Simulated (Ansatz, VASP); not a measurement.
**Two plane-wave programs on Ga**

File INCAR:

```
SYSTEM = Ga
ALGO = Normal
EDIFF = 1E-6
ENCUT = 520
GGA = PS
ISIF = 2
ISMEAR = 1
LASPH = .TRUE.
LCHARG = .FALSE.
LREAL = .FALSE.
LWAVE = .FALSE.
NBANDS = 12
NELM = 60
PREC = Accurate
SIGMA = 0.05
```

KPOINTS

```
k-points
0
G
  11 11 11
  0 0 0
```

File POSCAR:

```
Ga
1.0
   -1.3801987918      1.3801987918      2.1912130391
    1.3801987918     -1.3801987918      2.1912130391
    1.3801987918      1.3801987918     -2.1912130391
Ga
1
Direct
    0.0000000000      0.0000000000      0.0000000000
```

Input for Ansatz:

```yaml
crystal:
  lattice:
    - [-1.380198791778148, 1.380198791778148, 2.191213039083684]
    - [1.380198791778148, -1.380198791778148, 2.191213039083684]
    - [1.380198791778148, 1.380198791778148, -2.191213039083684]
  atoms:
    - { symbol: Ga, position: [0.0, 0.0, 0.0] }
basis:
  ecutwfc: 517.016338673772
kpoints:
  mp_grid:
    grid: [11, 11, 11]
hamiltonian:
  xc: pbesol
  pseudopotentials:
    kind: paw
scf:
  occupations:
    method: cold
    width: 0.05
output:
  stress: true
```

This isn't the form of Ga at room conditions, which is orthorhombic.

Alike in both runs: task single point; functional PBEsol; k mesh 11 × 11 × 11; no spin polarisation.

|  | VASP | Ansatz |
| --- | --- | --- |
| version | VASP 6.6.1 | Ansatz 0.2.0 |
| potentials or method | VASP PAW PBE potentials, release 64 (Ga_d) | plane waves, PAW |
| plane-wave cutoff (eV) | 520 | 517 |
| occupations | methfessel-paxton of order 1, width 0.05 eV | cold, width 0.05 eV |
| valence electrons in the cell | 13 | 13 |

|  | VASP | Ansatz | Ansatz less VASP |
| --- | --- | --- | --- |
| pressure (GPa) | 3.9 | 3.9 | -0.06 |
| largest component of the traceless stress (GPa) | 0.45 | 0.43 | -0.021 |

Caveats: the PAW data sets were made with another functional, which shifts forces and pressure a little (VASP).
